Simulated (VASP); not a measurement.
Crystal: Si.

```
Si
1.0
     0.00000    2.71763    2.71763
     2.71763    0.00000    2.71763
     2.71763    2.71763    0.00000
Si
2
Cartesian
  2.7176 2.7176 2.7176
  4.0764 4.0764 4.0764
```

Base run:

| Item | Value |
| --- | --- |
| Program | VASP 6.6.1 |
| Functional | r2SCAN |
| Potentials or basis | VASP PAW PBE potentials, release 64 (Si) |
| Cutoff | 520 eV |
| k mesh | 14 × 14 × 14 |
| Occupations | gaussian, width 0.02 eV |
| Spin | no spin polarisation |

Its results: band gap on the k mesh 0.78 eV, indirect (least direct gap 2.76 eV).

Q: The run is repeated on the same cell with these changes: functional from r2SCAN to TB-mBJ. What comes out?

A: Band gap on the k mesh 1.27 eV, indirect (least direct gap 3.20 eV).
